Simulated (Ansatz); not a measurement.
The crystal is GaP (F-43m).

```xyz
2
Lattice="0.0000 2.7252 2.7252 2.7252 0.0000 2.7252 2.7252 2.7252 0.0000" Properties=species:S:1:pos:R:3 pbc="T T T"
Ga    0.0000    0.0000    0.0000
P     1.3626    1.3626    1.3626
```

The cell and positions come from the Crystallography Open Database and are kept as given unless a step says otherwise. PAW set soft_2, made with PBE.

Gaps computed with Ansatz 0.2.0 without a self-energy: LDA 1.45 eV, PBE 1.60 eV, r2SCAN 1.86 eV and DDH-PBE0 2.10 eV.

Question: What gap should G0W0 on PBE give (6×6×6 mesh, 259 empty bands, screening to 200 eV, default PAW files)?

About 2.14 eV: on its mesh the run moves the gap from 1.65 eV by +0.54 eV, and the mesh misses the edges by 0.05 eV. Among the scalar-relativistic levels given, DDH-PBE0 is nearest (−0.04 eV). Bands and cutoff are finite, so the gap is not at the basis limit. The miss can reach some tenths of an eV and take either sign; the mesh is an error of its own. The many-body steps are scalar-relativistic: spin-orbit coupling is not in them.

[Paths, hosts, dates, memory and timing lines, banners, echoed tables and standing remarks are left out of the program output.]

[Logs are printed without paths, hosts, clocks, repeated set-up lines and the standing remarks that a program may print on its own settings, such as how far it seeks lower states.]

[Runs of the session that timed out or met a known fault of the program may be left out.]

[Cells called generated may have been cut or substituted from an entry of the Crystallography Open Database or the Materials Project.]

[Hosts, paths, dates, database ids (printed as entryN), source tags and the programs' standing remarks are cut or masked in the printed files.]
